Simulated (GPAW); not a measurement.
# Ti (Im-3m) in GPAW: notebook

The runs below take Ti through band structure, equation of state, with LDA, optB88-vdW.

Program: GPAW 26.7.0. These are calculated values, not measurements. Logs are shortened: lines on timing, memory, paths and dates and some standing lists are left out, and cuts for length are marked. The log counts tension as positive stress, the text compression.

**1. The structure**

It takes space group Im-3m (No. 229, cubic). Conventional cell: a = 3.282 Å, b = 3.282 Å, c = 3.282 Å, α = 90.00°, β = 90.00°, γ = 90.00°. Ti (site symmetry m-3m) is surrounded by 8 Ti at 2.84 Å.

This isn't the form of Ti at room conditions, which is hcp.

**2. Band structure, LDA**

run.py

```python
from ase.dft.bandgap import bandgap
from ase.io import read, write
from ase.units import GPa
from gpaw import GPAW, PW, setup_paths

setup_paths.insert(0, '.')

atoms = read('Ti.xyz')

calc = GPAW(mode=PW(600),
            xc='LDA',
            kpts={'size': (11, 11, 11), 'gamma': True},
            occupations={'name': 'fermi-dirac', 'width': 0.05},
            nbands=14,
            convergence={'density': 1e-05, 'energy': 1e-05},
            maxiter=150,
            txt='gpaw.txt')
atoms.calc = calc
energy = atoms.get_potential_energy()
forces = atoms.get_forces()
stress = atoms.get_stress()
calc.write('gs.gpw')
write('result.traj', atoms)
print(f'Energy: {energy:.6f} eV')
print('Forces (eV/A):')
print(forces.round(4))
print('Stress (GPa):', (stress / GPa).round(3))
print('Fermi level:', round(calc.get_fermi_level(), 4), 'eV')
print(f'Gap: {bandgap(calc)[0]:.4f} eV, direct: {bandgap(calc, direct=True)[0]:.4f} eV')

path = atoms.cell.bandpath('GHNGPH,PN', npoints=80, eps=1e-4)
bs_calc = calc.fixed_density(kpts=path, symmetry='off', nbands=21,
                             convergence={'bands': 'CBM+6.0', 'eigenstates': 1e-6}, txt='bands.txt')
bs = bs_calc.band_structure()
bs.write('bs.json')
print(f'Gap on the path: {bandgap(bs_calc)[0]:.4f} eV')
```

Ti.xyz

```xyz
1
Lattice="-1.6410000000 1.6410000000 1.6410000000 1.6410000000 -1.6410000000 1.6410000000 1.6410000000 1.6410000000 -1.6410000000" Properties=species:S:1:pos:R:3 pbc="T T T"
Ti     0.0000000000      0.0000000000      0.0000000000
```

Potentials or basis: PAW data sets generated in the run's folder for this functional, pw.

Started as:

```sh
> gpaw-setup -f LDA Ti
> OMP_NUM_THREADS=1 python run.py
```

gpaw.txt:

```text
__  _  _
 | _ |_)|_||  |
 |__||  | ||/\| - 26.7.0

Input parameters:
  mode=PW(ecut=600.0),
  convergence={'density': 1e-05, 'energy': 1e-05},
  kpts=MonkhorstPack(size=(11, 11, 11), gamma=True),
  maxiter=150,
  nbands=14,
  occupations=Occupations(name='fermi-dirac', width=0.05),
  xc=XC(name='LDA')

Diagonalizing LCAO Hamiltonian
Converting LCAO to pw mode

       Ti

Atoms  # Å, Bohr magnetons
|   | symbol |        x |        y |        z |    initial magnetic moments |
|---|--------|----------|----------|----------|-----------------------------|
| 0 |     Ti | 0.000000 | 0.000000 | 0.000000 | ( 0.0000,  0.0000,  0.0000) |

Unit cell  # Å
| periodic |         x |         y |         z |  lengths |     angles |
|----------|-----------|-----------|-----------|----------|------------|
|      yes | -1.641000 |  1.641000 |  1.641000 | 2.842295 | 109.471221 |
|      yes |  1.641000 | -1.641000 |  1.641000 | 2.842295 | 109.471221 |
|      yes |  1.641000 |  1.641000 | -1.641000 | 2.842295 | 109.471221 |

Number of symmetries: 48
Symmetry operations  # r_c * U_cc + t_c -> r_c
|    | kind |            matrix            |
|----|------|------------------------------|
|  0 |  σ   |  1, 1, 1,  0, 0,-1,  0,-1, 0 |
|  1 |  C4  |  1, 1, 1,  0, 0,-1, -1, 0, 0 |
|  2 |  C2  |  1, 1, 1,  0,-1, 0,  0, 0,-1 |
|  3 |  S6  |  1, 1, 1,  0,-1, 0, -1, 0, 0 |
|  4 |  S6  |  1, 1, 1, -1, 0, 0,  0, 0,-1 |
|  5 |  C4  |  1, 1, 1, -1, 0, 0,  0,-1, 0 |
|  6 |  E   |  1, 0, 0,  0, 1, 0,  0, 0, 1 |
|  7 |  σ   |  1, 0, 0,  0, 1, 0, -1,-1,-1 |
|  8 |  σ   |  1, 0, 0,  0, 0, 1,  0, 1, 0 |
|  9 |  C3  |  1, 0, 0,  0, 0, 1, -1,-1,-1 |
| 10 |  C3  |  1, 0, 0, -1,-1,-1,  0, 1, 0 |
| 11 |  σ   |  1, 0, 0, -1,-1,-1,  0, 0, 1 |
| 12 |  σ   |  0, 1, 0,  1, 0, 0,  0, 0, 1 |
| 13 |  C2  |  0, 1, 0,  1, 0, 0, -1,-1,-1 |
| 14 |  C3  |  0, 1, 0,  0, 0, 1,  1, 0, 0 |
| 15 |  S4  |  0, 1, 0,  0, 0, 1, -1,-1,-1 |
| 16 |  S4  |  0, 1, 0, -1,-1,-1,  1, 0, 0 |
| 17 |  C3  |  0, 1, 0, -1,-1,-1,  0, 0, 1 |
| 18 |  C3  |  0, 0, 1,  1, 0, 0,  0, 1, 0 |
| 19 |  S4  |  0, 0, 1,  1, 0, 0, -1,-1,-1 |
| 20 |  σ   |  0, 0, 1,  0, 1, 0,  1, 0, 0 |
| 21 |  C3  |  0, 0, 1,  0, 1, 0, -1,-1,-1 |
| 22 |  C2  |  0, 0, 1, -1,-1,-1,  1, 0, 0 |
| 23 |  S4  |  0, 0, 1, -1,-1,-1,  0, 1, 0 |
| 24 |  C4  |  0, 0,-1,  1, 1, 1,  0,-1, 0 |
| 25 |  σ   |  0, 0,-1,  1, 1, 1, -1, 0, 0 |
| 26 |  S6  |  0, 0,-1,  0,-1, 0,  1, 1, 1 |
| 27 |  C2  |  0, 0,-1,  0,-1, 0, -1, 0, 0 |
| 28 |  C4  |  0, 0,-1, -1, 0, 0,  1, 1, 1 |
| 29 |  S6  |  0, 0,-1, -1, 0, 0,  0,-1, 0 |
| 30 |  S6  |  0,-1, 0,  1, 1, 1,  0, 0,-1 |
| 31 |  C4  |  0,-1, 0,  1, 1, 1, -1, 0, 0 |
| 32 |  C4  |  0,-1, 0,  0, 0,-1,  1, 1, 1 |
| 33 |  S6  |  0,-1, 0,  0, 0,-1, -1, 0, 0 |
| 34 |  σ   |  0,-1, 0, -1, 0, 0,  1, 1, 1 |
| 35 |  C2  |  0,-1, 0, -1, 0, 0,  0, 0,-1 |
| 36 |  C2  | -1, 0, 0,  1, 1, 1,  0, 0,-1 |
| 37 |  S6  | -1, 0, 0,  1, 1, 1,  0,-1, 0 |
| 38 |  S6  | -1, 0, 0,  0, 0,-1,  1, 1, 1 |
| 39 |  C2  | -1, 0, 0,  0, 0,-1,  0,-1, 0 |
| 40 |  C2  | -1, 0, 0,  0,-1, 0,  1, 1, 1 |
| 41 |  i   | -1, 0, 0,  0,-1, 0,  0, 0,-1 |
| 42 |  S4  | -1,-1,-1,  1, 0, 0,  0, 1, 0 |
| 43 |  C3  | -1,-1,-1,  1, 0, 0,  0, 0, 1 |
| 44 |  C3  | -1,-1,-1,  0, 1, 0,  1, 0, 0 |
| 45 |  σ   | -1,-1,-1,  0, 1, 0,  0, 0, 1 |
| 46 |  S4  | -1,-1,-1,  0, 0, 1,  1, 0, 0 |
| 47 |  C2  | -1,-1,-1,  0, 0, 1,  0, 1, 0 |

BZ-sampling:
  Number of BZ points: 1331
  Number of IBZ points: 56

  Monkhorst-Pack size: [11, 11, 11]
  Monkhorst-Pack shift: [0, 0, 0]

K-points  # in reciprocal-cell coordinates
|     |                                coordinates |     weight |
|-----|--------------------------------------------|------------|
|   0 | (  0.00000000,   0.00000000,   0.00000000) | 0.00075131 |
|   1 | (  0.09090909,   0.00000000,   0.00000000) | 0.00901578 |
|   2 | (  0.09090909,   0.09090909,  -0.09090909) | 0.00450789 |
|   3 | (  0.18181818,   0.00000000,  -0.09090909) | 0.01803156 |
|   4 | (  0.18181818,   0.00000000,   0.00000000) | 0.00901578 |
|   5 | (  0.18181818,   0.09090909,  -0.09090909) | 0.01803156 |
|   6 | (  0.18181818,   0.18181818,  -0.18181818) | 0.00450789 |
|   7 | (  0.27272727,  -0.09090909,  -0.09090909) | 0.00601052 |
|   8 | (  0.27272727,   0.00000000,  -0.09090909) | 0.03606311 |
|   9 | (  0.27272727,   0.00000000,   0.00000000) | 0.00901578 |
| ... |                                            |            |
|  55 | (  0.45454545,   0.45454545,   0.45454545) | 0.00601052 |

Plane wave coefficients: 603
Cutoff: 600.0 eV

Spin-components: 1 (collinear spins)
Bands:           14
Projectors:      6
Spin-degeneracy: 2
Datatype:        complex128

Parallelization:
  kpt:    1
  domain: 1
  band:   1

Density:
  Valence electrons: 12.0
  Components: 1
  Grid points: [18 18 18]
  Charge: 0.0  # |e|

Potential:
  Grid points: [18 18 18]

species:
  Ti:
    name:    Titanium
    Z:       22.0
    valence: 12
    core:    10
    charge:  0.0  # [|e|]
    compensation charges:
      type: gauss
      rc: 0.38  # [Å]
      lmax: 2
    cutoffs:
      filter: 2.23  # [Å]
      core: 1.02  # [Å]
    projectors
    | kind |    occ | energy [eV] | rcut [Å] |
    |------|--------|-------------|----------|
    |   3s |  2.000 |     -62.257 |    1.270 |
    |   4s |  2.000 |      -4.593 |    1.270 |
    |   3p |  6.000 |     -38.791 |    1.058 |
    |   4p |  0.000 |      -1.536 |    1.058 |
    |   3d |  2.000 |      -4.463 |    1.058 |
    |    d |        |      22.748 |    1.058 |

    Using partial waves for Ti as LCAO basis

Reference energy: -23173.949053  # eV

eigensolver:
  PPCG
  Converge bands: occupied
  niter=2

density mixing:
  MSR1-Mixer
  Pratt-step length: 0.05
  Maximum mixing coefficient: 0.75
  Old densities: 10
  SVD Regularization: 0.005
  Good broyden scale: 1.0
  Trust region scale: 1.0
  Backstep threshold: 4.0
  History deletion threshold: 6.0
  Fourier metric: weight=20.0, sigma=0.015

occupation numbers:
  Fermi-Dirac:
    width: 0.0500  # eV

poisson solver:
  ecut: 4800.0  # eV

xc functional:
  name: None

convergence criteria:
- Maximum integral of absolute [dens]ity change: 1e-05 electrons / valence electron
- Maximum [total energy] change in last 3 cyles: 1e-05 eV / valence electron
- Maximum integral of absolute [eigenst]ate change: 4e-08 eV^2 / valence electron
maximum number of iterations: 150

SCF iterations
|iter     | |      energy | eigst |  dens |
|---------|-|-------------|-------|-------|
|iter:   1| |   -7.501545 | -0.08 |       |
|iter:   2| |   -7.451188 | -3.05 | -1.27 |
|iter:   3| |   -7.303763 | -1.90 | -1.33 |
|iter:   4| |   -7.307032 | -3.88 | -2.12 |
|iter:   5| |   -7.308743 | -4.23 | -2.40 |
|iter:   6| |   -7.308756 | -6.41 | -3.66 |
|iter:   7| |   -7.308755c| -6.99 | -3.94 |
|iter:   8| |   -7.308755c| -8.58c| -5.17c|

Converged in 8 steps
Energy contributions relative to reference atoms: (reference = -23173.949053)

Energy contributions:
  Kinetic:           2.719691
  Coulomb:          -2.678569
  Zero:             -0.010556
  External:          0.000000
  Xc:               -7.328507
  Entropy:          -0.021626
  Spinorbit:         0.000000
  ----------------------------
  Free energy:      -7.319568
  Extrapolated:     -7.308755

dipole moment: (-5.241471, -5.241471, -5.241471)  # |e|*Ang

Fermi level: 7.782
Eigenvalues  # (at kpt = [0.000, 0.000, 0.000])
| band index |      eig [eV] | occ [0-2] |
|------------|---------------|-----------|
|          0 |       -48.146 |     2.000 |
|          1 |       -24.340 |     2.000 |
|          2 |       -24.340 |     2.000 |
|          3 |       -24.340 |     2.000 |
|          4 |         1.961 |     2.000 |
|          5 |         8.736 |     0.000 |
|          6 |         8.736 |     0.000 |
|          7 |         8.736 |     0.000 |
|          8 |        10.472 |     0.000 |
|          9 |        10.472 |     0.000 |
|         10 |        25.194 |     0.000 |
|         11 |        25.194 |     0.000 |
|         12 |        25.194 |     0.000 |
|         13 |        30.990 |     0.000 |

No gap
No difference between direct/indirect transitions

Forces  # eV/Ang
|       x |       y |       z |
|---------|---------|---------|
| 0.00000 | 0.00000 | 0.00000 |  # Ti   0

Stress tensor  # eV/Ang^3
|         x |         y |         z |
|-----------|-----------|-----------|
|  0.071234 | -0.000000 | -0.000000 |
| -0.000000 |  0.071234 |  0.000000 |
| -0.000000 |  0.000000 |  0.071234 |

# Writing to gs.gpw (mode='')
```

Wall time 17 s (1 thread of Intel Xeon Platinum 8488C (Sapphire Rapids), shared host); peak memory 0.18 GiB.

What came out:

- Free energy: -7.3196 eV
- Pressure: -11.4 GPa
- Band gap along the path: none (metal or under the smearing width)

Levels at the corners of the path, in eV from the Fermi level:
```tsv
point	band 4	band 5	band 6	band 7	band 8	band 9
Γ	-32.12	-5.82	0.95	0.95	0.95	2.69
H	-32.58	-2.03	-2.03	3.86	3.86	3.86
N	-32.13	-2.39	-0.40	1.18	2.67	3.02
Γ	-32.12	-5.82	0.95	0.95	0.95	2.69
P	-32.45	-0.58	-0.58	-0.58	3.07	3.07
H	-32.58	-2.03	-2.03	3.86	3.86	3.86
P	-32.45	-0.58	-0.58	-0.58	3.07	3.07
N	-32.13	-2.39	-0.40	1.18	2.67	3.02
```

**3. Equation of state, optB88-vdW**

run.py

```python
from ase.eos import EquationOfState
from ase.io import Trajectory, read
from ase.units import GPa
from gpaw import GPAW, PW

atoms = read('POSCAR')

traj = Trajectory('eos.traj', 'w')
volumes, energies = [], []
for x in [0.94, 0.96, 0.98, 1.0, 1.02, 1.04, 1.06]:
    a = atoms.copy()
    a.set_cell(atoms.cell * x**(1 / 3), scale_atoms=True)
    calc = GPAW(mode=PW(600),
                xc={'name': 'optB88-vdW', 'backend': 'libvdwxc'},
                kpts={'size': (11, 11, 11), 'gamma': True},
                occupations={'name': 'fermi-dirac', 'width': 0.05},
                nbands=14,
                convergence={'density': 1e-05, 'energy': 1e-05},
                maxiter=150,
                legacy_gpaw=True,
                txt=f'eos-{x:.2f}.txt')
    a.calc = calc
    energies.append(a.get_potential_energy(force_consistent=True))
    volumes.append(a.get_volume())
    calc.write(f'eos-{x:.2f}.gpw')
    traj.write(a)
    print(f'{x:.2f} {volumes[-1]:10.4f} A^3 {energies[-1]:14.6f} eV', flush=True)

v0, e0, B = EquationOfState(volumes, energies, eos='birchmurnaghan').fit()
print(f'V0 = {v0:.4f} A^3, E0 = {e0:.6f} eV, B0 = {B / GPa:.2f} GPa')
```

POSCAR

```
Ti
1.0
   -1.6410000000      1.6410000000      1.6410000000
    1.6410000000     -1.6410000000      1.6410000000
    1.6410000000      1.6410000000     -1.6410000000
Ti
1
Direct
    0.0000000000      0.0000000000      0.0000000000
```

Potentials or basis: GPAW PAW data sets (gpaw-data 1.2.1), pw.

Started as:

```sh
> OMP_NUM_THREADS=1 python run.py
```

Run time: 43 s. Hardware: 1 thread of Intel Xeon Platinum 8488C (Sapphire Rapids), shared host; peak memory 0.17 GiB.

Results (log left out):

```yaml
Equilibrium_volume: "17.11 Å³/atom (rough: see the caveat)"
Bulk_modulus: 102 GPa (rough)
```

Energy against volume, from the lowest point:
| volume (Å³/atom) | energy (meV/atom) |
| --- | --- |
| 16.616 | 4.39 |
| 16.969 | 0.00 |
| 17.323 | 0.70 |
| 17.676 | 5.21 |
| 18.030 | 14.70 |
| 18.383 | 28.04 |
| 18.737 | 44.96 |

Caveat: the fit is doubtful: noisy points or a state that changes with volume; the PAW data sets were made with another functional, which shifts forces and pressure a little.

**4. Band structure, optB88-vdW**

run.py

```python
from ase.dft.bandgap import bandgap
from ase.io import read, write
from gpaw import GPAW, PW

atoms = read('Ti.cif')

calc = GPAW(mode=PW(600),
            xc={'name': 'optB88-vdW', 'backend': 'libvdwxc'},
            kpts={'size': (11, 11, 11), 'gamma': True},
            occupations={'name': 'fermi-dirac', 'width': 0.05},
            nbands=14,
            convergence={'density': 1e-05, 'energy': 1e-05},
            maxiter=150,
            legacy_gpaw=True,
            txt='gpaw.txt')
atoms.calc = calc
energy = atoms.get_potential_energy()
forces = atoms.get_forces()
calc.write('gs.gpw')
write('result.traj', atoms)
print(f'Energy: {energy:.6f} eV')
print('Forces (eV/A):')
print(forces.round(4))
print('Fermi level:', round(calc.get_fermi_level(), 4), 'eV')
print(f'Gap: {bandgap(calc)[0]:.4f} eV, direct: {bandgap(calc, direct=True)[0]:.4f} eV')

path = atoms.cell.bandpath('GHNGPH,PN', npoints=80, eps=1e-4)
bs_calc = calc.fixed_density(kpts=path, symmetry='off', nbands=21,
                             convergence={'bands': 'CBM+6.0', 'eigenstates': 1e-6}, txt='bands.txt')
bs = bs_calc.band_structure()
bs.write('bs.json')
print(f'Gap on the path: {bandgap(bs_calc)[0]:.4f} eV')
```

Ti.cif

```cif
data_Ti
_cell_length_a 2.84229538
_cell_length_b 2.84229538
_cell_length_c 2.84229538
_cell_angle_alpha 109.47122063
_cell_angle_beta 109.47122063
_cell_angle_gamma 109.47122063
_space_group_name_H-M_alt 'P1'
_space_group_name_Hall 'P 1'
_space_group_IT_number 1
loop_
_space_group_symop_operation_xyz
'x,y,z'
loop_
_atom_site_label
_atom_site_type_symbol
_atom_site_symmetry_multiplicity
_atom_site_Wyckoff_symbol
_atom_site_fract_x
_atom_site_fract_y
_atom_site_fract_z
_atom_site_occupancy
Ti1 Ti 1 a 0.0000000000 0.0000000000 0.0000000000 1
```

Started as:

```sh
> OMP_NUM_THREADS=1 python run.py
```

It took 16 s on 1 thread of Intel Xeon Platinum 8488C (Sapphire Rapids), shared host; peak memory 0.2 GiB.

It converged, with:

```yaml
Free_energy: -20.1377 eV
Band_gap_along_the_path: none (metal or under the smearing width)
```

Levels at the corners of the path, in eV from the Fermi level:
| point | band 2 | band 3 | band 4 | band 5 | band 6 | band 7 | band 8 | band 9 | band 10 |
| --- | --- | --- | --- | --- | --- | --- | --- | --- | --- |
| Γ | -32.42 | -32.42 | -32.42 | -5.77 | 0.94 | 0.94 | 0.94 | 2.63 | 2.63 |
| H | -32.85 | -32.85 | -32.85 | -2.03 | -2.03 | 3.77 | 3.77 | 3.77 | 8.34 |
| N | -33.05 | -32.62 | -32.42 | -2.36 | -0.39 | 1.19 | 2.62 | 2.95 | 4.10 |
| Γ | -32.42 | -32.42 | -32.42 | -5.77 | 0.94 | 0.94 | 0.94 | 2.63 | 2.63 |
| P | -32.73 | -32.73 | -32.73 | -0.58 | -0.58 | -0.58 | 3.01 | 3.01 | 8.93 |
| H | -32.85 | -32.85 | -32.85 | -2.03 | -2.03 | 3.77 | 3.77 | 3.77 | 8.34 |
| P | -32.73 | -32.73 | -32.73 | -0.58 | -0.58 | -0.58 | 3.01 | 3.01 | 8.93 |
| N | -33.05 | -32.62 | -32.42 | -2.36 | -0.39 | 1.19 | 2.62 | 2.95 | 4.10 |

Caveat: the PAW data sets were made with another functional, which shifts forces and pressure a little.
